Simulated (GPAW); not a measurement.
# FeO (I4/mmm) in GPAW: reference runs

Aim: a first look at FeO with PBE, on the cell as given.

Program: GPAW 26.7.0. These are calculated values, not measurements. Logs are shortened: lines on timing, memory, paths and dates and some standing lists are left out, and cuts for length are marked. The log counts tension as positive stress, the text compression.

### 1 The structure

The structure is tetragonal, space group I4/mmm (No. 139). Conventional cell: a = 3.204 Å, b = 3.204 Å, c = 4.167 Å, α = 90.00°, β = 90.00°, γ = 90.00°. Fe (site symmetry 4/mmm) is surrounded by 6 O at 2.08 to 2.27 Å. O (site symmetry 4/mmm) is surrounded by 6 Fe at 2.08 to 2.27 Å.

The cell comes from a database or a generator and needn't be the stable form of this composition.

### 2 Single point, PBE, collinear spin, ferromagnetic start

run.py

```python
from ase import Atoms
from ase.dft.bandgap import bandgap
from ase.io import write
from ase.units import GPa
from gpaw import GPAW, PW

atoms = Atoms(['Fe', 'O'],
              cell=[[-1.602103413, 1.602103413, 2.08339225],
                    [1.602103413, -1.602103413, 2.08339225],
                    [1.602103413, 1.602103413, -2.08339225]],
              scaled_positions=[[0.0, 0.0, 0.0],
                                [0.5, 0.5, 0.0]],
              pbc=True)
atoms.set_initial_magnetic_moments([3.0, 0.0])

calc = GPAW(mode=PW(800),
            xc='PBE',
            kpts={'size': (12, 12, 12), 'gamma': True},
            occupations={'name': 'fermi-dirac', 'width': 0.05},
            nbands=17,
            convergence={'density': 1e-05, 'energy': 1e-05},
            maxiter=150,
            txt='gpaw.txt')
atoms.calc = calc
energy = atoms.get_potential_energy()
forces = atoms.get_forces()
stress = atoms.get_stress()
calc.write('gs.gpw')
write('result.traj', atoms)
print(f'Energy: {energy:.6f} eV')
print('Forces (eV/A):')
print(forces.round(4))
print('Stress (GPa):', (stress / GPa).round(3))
print('Moments:', calc.get_magnetic_moments().round(3))
print('Fermi level:', round(calc.get_fermi_level(), 4), 'eV')
print(f'Gap: {bandgap(calc)[0]:.4f} eV, direct: {bandgap(calc, direct=True)[0]:.4f} eV')
```

Potentials or basis: GPAW PAW data sets (gpaw-data 1.2.1), pw.

Command:

```console
$ OMP_NUM_THREADS=1 python run.py
```

gpaw.txt:

```text
__  _  _
 | _ |_)|_||  |
 |__||  | ||/\| - 26.7.0

Input parameters:
  mode=PW(ecut=800.0),
  convergence={'density': 1e-05, 'energy': 1e-05},
  kpts=MonkhorstPack(size=(12, 12, 12), gamma=True),
  maxiter=150,
  nbands=17,
  occupations=Occupations(name='fermi-dirac', width=0.05),
  xc=XC(name='PBE')

Diagonalizing LCAO Hamiltonian
Converting LCAO to pw mode

       O

       Fe

Atoms  # Å, Bohr magnetons
|   | symbol |        x |        y |        z |    initial magnetic moments |
|---|--------|----------|----------|----------|-----------------------------|
| 0 |     Fe | 0.000000 | 0.000000 | 0.000000 | ( 0.0000,  0.0000,  3.0000) |
| 1 |      O | 0.000000 | 0.000000 | 2.083392 | ( 0.0000,  0.0000,  0.0000) |

Unit cell  # Å
| periodic |         x |         y |         z |  lengths |     angles |
|----------|-----------|-----------|-----------|----------|------------|
|      yes | -1.602103 |  1.602103 |  2.083392 | 3.077985 | 117.267883 |
|      yes |  1.602103 | -1.602103 |  2.083392 | 3.077985 | 117.267883 |
|      yes |  1.602103 |  1.602103 | -2.083392 | 3.077985 |  94.801117 |

Number of symmetries: 16
Symmetry operations  # r_c * U_cc + t_c -> r_c
|    | kind |            matrix            |
|----|------|------------------------------|
|  0 |  σ   |  1, 1, 1,  0, 0,-1,  0,-1, 0 |
|  1 |  C4  |  1, 1, 1,  0, 0,-1, -1, 0, 0 |
|  2 |  E   |  1, 0, 0,  0, 1, 0,  0, 0, 1 |
|  3 |  σ   |  1, 0, 0,  0, 1, 0, -1,-1,-1 |
|  4 |  σ   |  0, 1, 0,  1, 0, 0,  0, 0, 1 |
|  5 |  C2  |  0, 1, 0,  1, 0, 0, -1,-1,-1 |
|  6 |  C2  |  0, 0, 1, -1,-1,-1,  1, 0, 0 |
|  7 |  S4  |  0, 0, 1, -1,-1,-1,  0, 1, 0 |
|  8 |  C4  |  0, 0,-1,  1, 1, 1,  0,-1, 0 |
|  9 |  σ   |  0, 0,-1,  1, 1, 1, -1, 0, 0 |
| 10 |  σ   |  0,-1, 0, -1, 0, 0,  1, 1, 1 |
| 11 |  C2  |  0,-1, 0, -1, 0, 0,  0, 0,-1 |
| 12 |  C2  | -1, 0, 0,  0,-1, 0,  1, 1, 1 |
| 13 |  i   | -1, 0, 0,  0,-1, 0,  0, 0,-1 |
| 14 |  S4  | -1,-1,-1,  0, 0, 1,  1, 0, 0 |
| 15 |  C2  | -1,-1,-1,  0, 0, 1,  0, 1, 0 |

BZ-sampling:
  Number of BZ points: 1728
  Number of IBZ points: 163

  Monkhorst-Pack size: [12, 12, 12]
  Monkhorst-Pack shift: [0.041666666666666664, 0.041666666666666664, 0.041666666666666664]

K-points  # in reciprocal-cell coordinates
|     |                                coordinates |     weight |
|-----|--------------------------------------------|------------|
|   0 | ( -0.00000000,  -0.00000000,  -0.00000000) | 0.00057870 |
|   1 | (  0.08333333,  -0.08333333,  -0.00000000) | 0.00231481 |
|   2 | (  0.08333333,  -0.08333333,   0.08333333) | 0.00231481 |
|   3 | (  0.08333333,  -0.00000000,  -0.00000000) | 0.00462963 |
|   4 | (  0.08333333,   0.08333333,  -0.08333333) | 0.00115741 |
|   5 | (  0.16666667,  -0.16666667,  -0.00000000) | 0.00231481 |
|   6 | (  0.16666667,  -0.16666667,   0.08333333) | 0.00462963 |
|   7 | (  0.16666667,  -0.16666667,   0.16666667) | 0.00231481 |
|   8 | (  0.16666667,  -0.08333333,  -0.00000000) | 0.00925926 |
|   9 | (  0.16666667,  -0.08333333,   0.08333333) | 0.00462963 |
| ... |                                            |            |
| 162 | (  0.50000000,   0.50000000,   0.50000000) | 0.00057870 |

Plane wave coefficients: 1121
Cutoff: 800.0 eV

Spin-components: 2 (collinear spins)
Bands:           17
Projectors:      11
Spin-degeneracy: 1
Datatype:        complex128

Parallelization:
  kpt:    1
  domain: 1
  band:   1

Density:
  Valence electrons: 14.0
  Components: 2
  Grid points: [21 21 21]
  Charge: 0.0  # |e|

Potential:
  Grid points: [21 21 21]

species:
  Fe:
    name:    Iron
    Z:       26.0
    valence: 8
    core:    18
    charge:  0.0  # [|e|]
    compensation charges:
      type: gauss
      rc: 0.33  # [Å]
      lmax: 2
    cutoffs:
      filter: 2.06  # [Å]
      core: 2.67  # [Å]
    projectors
    | kind |    occ | energy [eV] | rcut [Å] |
    |------|--------|-------------|----------|
    |   4s |  2.000 |      -5.291 |    1.164 |
    |   4p |  0.000 |      -1.326 |    1.058 |
    |   3d |  6.000 |      -7.505 |    1.058 |
    |    s |        |      21.920 |    1.164 |
    |    p |        |      25.885 |    1.058 |
    |    d |        |      19.706 |    1.058 |

    Using partial waves for Fe as LCAO basis

  O:
    name:    Oxygen
    Z:       8.0
    valence: 6
    core:    2
    charge:  0.0  # [|e|]
    compensation charges:
      type: gauss
      rc: 0.21  # [Å]
      lmax: 2
    cutoffs:
      filter: 1.17  # [Å]
      core: 0.83  # [Å]
    projectors
    | kind |    occ | energy [eV] | rcut [Å] |
    |------|--------|-------------|----------|
    |   2s |  2.000 |     -23.961 |    0.688 |
    |   2p |  4.000 |      -9.029 |    0.598 |
    |    s |        |       3.251 |    0.688 |
    |    p |        |      18.182 |    0.598 |
    |    d |        |       0.000 |    0.619 |

    Using partial waves for O as LCAO basis

Reference energy: -36660.306901  # eV

eigensolver:
  PPCG
  Converge bands: occupied
  niter=2

density mixing:
  MSR1-Mixer
  Pratt-step length: 0.05
  Maximum mixing coefficient: 0.75
  Old densities: 10
  SVD Regularization: 0.005
  Good broyden scale: 1.0
  Trust region scale: 1.0
  Backstep threshold: 4.0
  History deletion threshold: 6.0
  Fourier metric: weight=20.0, sigma=0.015

occupation numbers:
  Fermi-Dirac:
    width: 0.0500  # eV

poisson solver:
  ecut: 6400.0  # eV

xc functional:
  name: PBE with 2 nearest neighbor stencil

convergence criteria:
- Maximum integral of absolute [dens]ity change: 1e-05 electrons / valence electron
- Maximum [total energy] change in last 3 cyles: 1e-05 eV / valence electron
- Maximum integral of absolute [eigenst]ate change: 4e-08 eV^2 / valence electron
maximum number of iterations: 150

SCF iterations
|iter     | |      energy | eigst |  dens |  magmom |
|---------|-|-------------|-------|-------|---------|
|iter:   1| |  -16.373094 | -0.15 |       |  +3.0024|
|iter:   2| |  -16.134582 | -2.01 | -0.72 |  +3.0524|
|iter:   3| |  -15.796251 | -1.74 | -0.76 |  +3.5810|
|iter:   4| |  -15.847277 | -2.64 | -1.25 |  +3.8492|
|iter:   5| |  -15.860619 | -3.41 | -1.63 |  +4.0059|
|iter:   6| |  -15.860049 | -4.32 | -2.31 |  +4.0059|
|iter:   7| |  -15.860329 | -4.80 | -2.55 |  +4.0023|
|iter:   8| |  -15.860353 | -5.72 | -3.13 |  +4.0015|
|iter:   9| |  -15.860351c| -6.47 | -3.59 |  +4.0009|
|iter:  10| |  -15.860351c| -7.96c| -4.28 |  +4.0011|
|iter:  11| |  -15.860350c| -7.75c| -4.65 |  +4.0012|
|iter:  12| |  -15.860350c| -8.47c| -5.38c|  +4.0012|

Converged in 12 steps
Energy contributions relative to reference atoms: (reference = -36660.306901)

Energy contributions:
  Kinetic:          23.766478
  Coulomb:         -21.444283
  Zero:              0.244359
  External:          0.000000
  Xc:              -18.420380
  Entropy:          -0.013051
  Spinorbit:         0.000000
  ----------------------------
  Free energy:     -15.866875
  Extrapolated:    -15.860350

dipole moment: (-8.346671, -8.346671, 0.851196)  # |e|*Ang

Total magnetic moment: (0.000000, 0.000000, 4.001163)

Local magnetic moments
|        x |        y |        z |
|----------|----------|----------|
| 0.000000 | 0.000000 | 3.540440 |  # Fe   0
| 0.000000 | 0.000000 | 0.228806 |  # O    1

Fermi level: 8.401
Eigenvalues  # (at kpt = [-0.000, -0.000, -0.000])
| band index |      eig [eV] | occ [0-1] |      eig [eV] | occ [0-1] |
|------------|---------------|-----------|---------------|-----------|
|          0 |       -11.961 |     1.000 |       -11.454 |     1.000 |
|          1 |         4.493 |     1.000 |         4.962 |     1.000 |
|          2 |         4.493 |     1.000 |         5.294 |     1.000 |
|          3 |         4.512 |     1.000 |         5.294 |     1.000 |
|          4 |         4.633 |     1.000 |         7.672 |     1.000 |
|          5 |         4.734 |     1.000 |         7.672 |     1.000 |
[... 9 lines left out ...]
|         15 |        26.706 |     0.000 |        28.331 |     0.000 |
|         16 |        29.648 |     0.000 |        30.773 |     0.000 |

No gap
No difference between direct/indirect transitions

Forces  # eV/Ang
|       x |       y |        z |
|---------|---------|----------|
| 0.00000 | 0.00000 |  0.00000 |  # Fe   0
| 0.00000 | 0.00000 | -0.00000 |  # O    1

Stress tensor  # eV/Ang^3
|        x |        y |        z |
|----------|----------|----------|
| 0.062117 | 0.000000 | 0.000000 |
| 0.000000 | 0.062117 | 0.000000 |
| 0.000000 | 0.000000 | 0.025809 |

# Writing to gs.gpw (mode='')
```

Run time: 2.3 min. Hardware: 1 thread of Intel Xeon Platinum 8488C (Sapphire Rapids), shared host; peak memory 0.28 GiB.

What came out:

* Free energy: -15.8669 eV
* Pressure: -8.0 GPa
* Band gap on the k mesh: none (metal or under the smearing width)
* Net moment: 4.00 μB per cell
* Site moments: Fe +3.54; O +0.23 μB

Stress tensor (GPa, compression positive):
```
-9.95  0.00  0.00
 0.00 -9.95  0.00
 0.00  0.00 -4.14
```

Levels at points of the mesh, in eV from the Fermi level:
Spin up:
```tsv
k point	band 5	band 6	band 7	band 8	band 9	band 10	band 11	band 12	band 13
(0.00, 0.00, 0.00)	-3.77	-3.67	-3.67	-3.63	-3.57	-0.26	15.14	16.41	16.41
(0.50, 0.00, 0.50)	-3.10	-3.04	-2.51	-0.85	-0.23	3.73	7.77	11.04	12.99
(0.50, 0.50, 0.00)	-4.49	-3.38	-2.88	-2.86	-2.80	4.69	7.80	10.77	13.46
(0.50, 0.50, 0.50)	-4.56	-3.29	-2.85	-2.85	-2.78	4.82	8.87	9.73	13.14
```
Spin down:
```csv
k point,band 1,band 2,band 3,band 4,band 5,band 6,band 7,band 8,band 9,band 10
"(0.00, 0.00, 0.00)",-19.86,-3.44,-3.11,-3.11,-0.73,-0.73,-0.47,-0.30,0.13,1.07
"(0.50, 0.00, 0.50)",-18.82,-7.66,-5.03,-4.86,0.24,0.54,0.63,2.29,2.86,4.20
"(0.50, 0.50, 0.00)",-18.83,-6.68,-4.52,-3.95,-1.85,0.51,0.61,0.81,1.10,6.06
"(0.50, 0.50, 0.50)",-18.68,-6.52,-4.47,-4.47,-1.99,0.73,0.73,0.82,1.11,6.17
```

Caveat: a cell with one magnetic atom can't hold antiferromagnetic order, which such compounds often take; semilocal functionals often make such compounds metallic where correlation or magnetic order opens a gap, which also shifts bond lengths. With open d or f shells a metallic result of PBE can be an artefact of self-interaction; +U or a hybrid may open a gap.
